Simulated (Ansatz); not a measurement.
# Zn in Ansatz: convergence with xc grid

The system is Zn.

```
CELL_PARAMETERS angstrom
0.00000 1.96478 1.96478
1.96478 0.00000 1.96478
1.96478 1.96478 0.00000
ATOMIC_POSITIONS crystal
Zn 0.00000 0.00000 0.00000
```

This isn't the form of Zn at room conditions, which is hcp.

- Program: Ansatz 0.2.0
- Task: convergence study
- Functional: PBE
- Potentials or basis: all-electron LAPW, scalar-relativistic
- Cutoff: 240 eV (chosen from the basis error)
- Basis error allowed: 0.001 eV/atom
- k mesh: 12 × 12 × 12
- Occupations: fermi-dirac, width 0.05 eV
- Spin: no spin polarisation

These are the settings of the first run; the series varies xc grid, with any setting tied to it.

Hardware: 1 thread of Arm Neoverse V2, on a shared host.

```csv
xc grid,"energy less the tightest run, at zero smearing (meV/atom)",SCF cycles,CPU time (s),peak memory (GiB)
1,0.00,6,3,0.24
2,0.00,6,3,0.24
3,0.00,6,3,0.24
4,0.00,6,3,0.24
```

Against the tightest run, the energy stays within 1 meV/atom from 1 on. The tightest run that finished is the yardstick and may itself not be fully converged.
